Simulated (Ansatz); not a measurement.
# Ru16N: the cost of one run

Method: DFT PBE, scalar-relativistic, plane waves, PAW, in Ansatz 0.2.0.

3 further runs of the same task are left out: 1 that didn't finish, 2 set aside as unsound or not needed.

## Step 1: The system as given

The structure is hexagonal, space group P6_3/mmc (No. 194). Conventional cell: a = 2.706 Å, b = 2.706 Å, c = 4.282 Å, α = 90.00°, β = 90.00°, γ = 120.00°. Around Ru (site symmetry -6m2) lie 12 Ru at 2.65 to 2.71 Å.

Coordinates:

```
CELL_PARAMETERS angstrom
2.70580 0.00000 0.00000
-1.35290 2.34329 0.00000
0.00000 0.00000 4.28190
ATOMIC_POSITIONS crystal
Ru 0.33333 0.66667 0.25000
Ru 0.66667 0.33333 0.75000
```

The structure comes from the Crystallography Open Database.

## Step 10: The grid

Atoms count from 1 in the order of the input.

N is moved over the surface cell; relaxed at each place: the height of the adsorbate's atoms; substrate rigid; the origin of the map has the adsorbate above Ru13.

- position of N17 along the first surface vector, from above Ru13: 6 values from 0.000 to 0.833, periodic
- position of N17 along the second surface vector, from above Ru13: 6 values from 0.000 to 0.833, periodic

Relaxed at each point: the height of the adsorbate's atoms; substrate rigid. Points are written as (first, second).

The two vectors of the plane (Å): (2.720, 0.000, 0.000); (-1.360, 2.356, 0.000).

(The set-up runs are not shown.)

## Step 11: The run at (0/6, 0/6) of the map's two axes

input.yaml

```yaml
crystal:
  lattice:
    - [5.4400501761, 0.0, 0.0]
    - [-2.720025088, 4.7112216504, 0.0]
    - [0.0, 0.0, 21.8659169401]
  atoms:
    - { symbol: Ru, position: [0.3333333333, 0.1666666667, 0.1829331014] }
    - { symbol: Ru, position: [0.3333333333, 0.6666666667, 0.1829331014] }
    - { symbol: Ru, position: [0.8333333333, 0.1666666667, 0.1829331014] }
    - { symbol: Ru, position: [0.8333333333, 0.6666666667, 0.1829331014] }
    - { symbol: Ru, position: [0.1666666667, 0.3333333333, 0.2811857727] }
    - { symbol: Ru, position: [0.1666666667, 0.8333333333, 0.2811857727] }
    - { symbol: Ru, position: [0.6666666667, 0.3333333333, 0.2811857727] }
    - { symbol: Ru, position: [0.6666666667, 0.8333333333, 0.2811857727] }
    - { symbol: Ru, position: [0.3333333333, 0.1666666667, 0.37908221] }
    - { symbol: Ru, position: [0.3333333333, 0.6666666667, 0.37908221] }
    - { symbol: Ru, position: [0.8333333333, 0.1666666667, 0.37908221] }
    - { symbol: Ru, position: [0.8333333333, 0.6666666667, 0.37908221] }
    - { symbol: Ru, position: [0.1666666667, 0.3333333333, 0.4740673336] }
    - { symbol: Ru, position: [0.1666666667, 0.8333333333, 0.4740673336] }
    - { symbol: Ru, position: [0.6666666667, 0.3333333333, 0.4740673336] }
    - { symbol: Ru, position: [0.6666666667, 0.8333333333, 0.4740673336] }
    - { symbol: "N", position: [0.1666666667, 0.3333333333, 0.5737658738] }
basis:
  ecutwfc: 420
kpoints:
  mp_grid: { grid: [6, 6, 1] }
hamiltonian:
  xc: pbe
scf:
  occupations: { method: gaussian, width: 0.1 }
output:
  forces: true
  eigenvalues: true
relax:
  adjacent_minimum: "off"
  f_tol: 0.025
  max_steps: 16
  constraints:
    - { sites: [0, 1, 2, 3, 4, 5, 6, 7, 8, 9, 10, 11, 12, 13, 14, 15] }
    - { sites: [16], fix: xy }
efield:
  axis: 3
  dipole_correction: true
  ramp_width: 0.04
```

Command:

```bash
> ansatz run input.yaml --threads 8 --pin off --max-ram 22528MiB --backend cpu --events-out ev --progress --plain --runs-dir out
```

**Question.** How long does this run take on 8 threads of Intel Xeon Platinum 8488C (Sapphire Rapids), shared host, and how much memory does it need?

About 34 s, with a peak of 2.7 GiB.
